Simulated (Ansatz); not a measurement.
**GaP: course of a relaxation**

Computed with DFT PBE, scalar-relativistic, plane waves, PAW (Ansatz). Settings: 420 eV cutoff, 8×8×6 k-mesh, Gaussian smearing of 0.02 eV, no spin polarisation.

What was changed: biaxial strain in the a-b plane, c and atoms relaxed: -3.0 %.

Command:

```bash
ansatz run input.yaml --threads 1 --pin off --max-ram 2560MiB --backend cpu --events-out ev --progress --plain --runs-dir out
```

Input:

```yaml
crystal:
  lattice:
    - [2.6699817363, 2.6699817363, 0.0]
    - [-2.6699817363, 2.6699817363, 0.0]
    - [0.0, 0.0, 5.6042090878]
  atoms:
    - { symbol: Ga, position: [0.0, 0.0, 0.0] }
    - { symbol: Ga, position: [0.5, 0.5, 0.5] }
    - { symbol: P, position: [0.5, 0.0, 0.75] }
    - { symbol: P, position: [0.0, 0.5, 0.25] }
basis:
  ecutwfc: 420
kpoints:
  mp_grid: { grid: [8, 8, 6] }
hamiltonian:
  xc: pbe
scf:
  occupations: { method: gaussian, width: 0.02 }
output:
  forces: true
  stress: true
  eigenvalues: true
relax:
  adjacent_minimum: "off"
  f_tol: 0.008
  max_steps: 40
  cell: { stress_tol: 0.015, fix: [a, b, gamma] }
```

F is the free energy. Steps run on the plane waves of an earlier cell, but the last one, and at times one on the way, on a freshly chosen basis, so a repeated geometry can differ a little in energy. The held parts of the cell keep their stress, so P needn't end at zero.

Steps:

| step | F − F(1) (eV) | largest force component (eV/Å) | V (Å³/atom) | P (GPa) |
| --- | --- | --- | --- | --- |
| 1 | 0.0000 | 0.000 | 19.976 | 3.65 |
| 2 | -0.0016 | 0.000 | 20.091 | 3.11 |
| 3 | -0.0017 | 0.000 | 20.114 | 3.00 |
| 4 | -0.0018 | 0.000 | 20.114 | 3.00 |

Relaxed structure:

```yaml
crystal:
  lattice:
    - [2.66998, 2.66998, 0.00000]
    - [-2.66998, 2.66998, 0.00000]
    - [0.00000, 0.00000, 5.64297]
  atoms:
    - { symbol: Ga, position: [0.00000, 0.00000, 0.00000] }
    - { symbol: Ga, position: [0.50000, 0.50000, 0.50000] }
    - { symbol: P, position: [0.50000, 0.00000, 0.75000] }
    - { symbol: P, position: [0.00000, 0.50000, 0.25000] }
```

The structure is tetragonal, space group I-4m2 (No. 119). Conventional cell: a = 3.776 Å, b = 3.776 Å, c = 5.643 Å, α = 90.00°, β = 90.00°, γ = 90.00°. Ga (site symmetry -4m2) has 4 P at 2.36 Å as nearest neighbours. P (site symmetry -4m2) is surrounded by 4 Ga at 2.36 Å.

The run converged. The run took 39 s on 1 thread of Intel(R) Xeon(R) Platinum 8488C (Sapphire Rapids) (shared host), peak memory 0.44 GiB.